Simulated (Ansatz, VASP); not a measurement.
# Two plane-wave programs on TePb

File INCAR:

```
PREC     = Accurate       # precision mode
ENCUT    = 520            # plane-wave cutoff, eV
EDIFF    = 1E-6           # SCF threshold, eV
ISMEAR   = 0              # smearing method
SIGMA    = 0.028999999999999998 # smearing width, eV
LREAL    = False          # projectors in reciprocal space
LASPH    = True           # aspherical terms in the spheres
NELM     = 80             # most SCF steps
ALGO     = Normal         # electronic algorithm
ISIF     = 2              # what is computed and relaxed
LWAVE    = False          # write WAVECAR
LCHARG   = False          # write CHGCAR
GGA      = PE             # functional
NBANDS   = 17             # bands
```

Contents of KPOINTS:

```
Automatic mesh
0
Gamma
  7 7 7
```

File POSCAR:

```
TePb
1.0
    0.0000000000      3.2310000000      3.2310000000
    3.2310000000      0.0000000000      3.2310000000
    3.2310000000      3.2310000000      0.0000000000
Pb Te
1 1
Direct
    0.0000000000      0.0000000000      0.0000000000
    0.5000000000      0.5000000000      0.5000000000
```

input.yaml

```yaml
crystal:
  lattice:
    - [0.0, 3.231, 3.231]
    - [3.231, 0.0, 3.231]
    - [3.231, 3.231, 0.0]
  atoms:
    - { symbol: Pb, position: [0.0, 0.0, 0.0] }
    - { symbol: Te, position: [0.5, 0.5, 0.5] }
hamiltonian:
  xc: pbe
  pseudopotentials: { kind: paw }
kpoints:
  mp_grid: { grid: [7, 7, 7] }
scf:
  occupations: { method: gaussian, width: 0.029 }
output:
  forces: true
  stress: true
  eigenvalues: true
```

Alike in both runs: task single point; functional PBE; k mesh 7 × 7 × 7; occupations gaussian, width 0.029 eV; no spin polarisation.

```csv
,VASP,Ansatz
version,VASP 6.6.1,Ansatz 0.2.0
potentials or method,"VASP PAW PBE potentials, release 64 (Pb_d, Te)",Ansatz PAW
plane-wave cutoff (eV),520,420
valence electrons in the cell,20,30
```

```csv
,VASP,Ansatz,Ansatz less VASP
gap on the k mesh at the Fermi level (eV),1.01,1.01,-0.003
least direct gap on the mesh (eV),1.01,1.01,-0.003
pressure (GPa),2.1,2.1,+0.06
```

The two sets of potentials don't hold the same shells in valence.

Spin-orbit coupling is left out, which matters for the levels of Pb, Te.
